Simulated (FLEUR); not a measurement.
## MgS (Niningerite) under changes of volume

One of the cells (17.609 Å³/atom); the others are scaled copies at fixed shape and fractional positions:

```
S Mg
1.0
     0.00000    2.60165    2.60165
     2.60165    0.00000    2.60165
     2.60165    2.60165    0.00000
S Mg
1 1
Direct
  0.50000 0.50000 0.50000
  0.00000 0.00000 0.00000
```

```yaml
Program: FLEUR MaX-R8.1 (later development tree)
Functional: PBEsol
Potentials_or_basis: all-electron
Basis: FLAPW
Kmax: 4.43 1/bohr
k_mesh: 9 × 9 × 9
Occupations: fermi-dirac, width 0.05 eV
Spin: no spin polarisation
```

```csv
volume (Å³/atom),energy over the lowest point (meV/atom),gap on the mesh (eV)
16.553,?,?
16.905,3.20,2.92
17.257,0.00,2.87
17.609,0.41,2.83
17.962,4.08,2.79
18.314,10.71,2.75
18.666,19.99,2.71
```

Question: What does the run at 16.553 Å³/atom give?

Answer: Energy over the lowest point 10.42 meV/atom; gap on the mesh 2.96 eV.

Worked out: A Birch-Murnaghan fit of order 3 (a polynomial in V^(-2/3)) to the other rows has its minimum at 17.39 Å³/atom with B0 = V·E''(V) = 78 GPa and B' = 4.0. It gives 10.39 meV/atom at 16.553 Å³/atom, against the run's 10.42. A straight line through the other rows of the gap, of slope -2.09 eV per unit of ln V, extrapolates to 2.96 eV, against the run's 2.96.

Energies are extrapolated to zero smearing.

Caveats: an odd mesh through Γ misses points on the zone boundary, where band edges often lie.
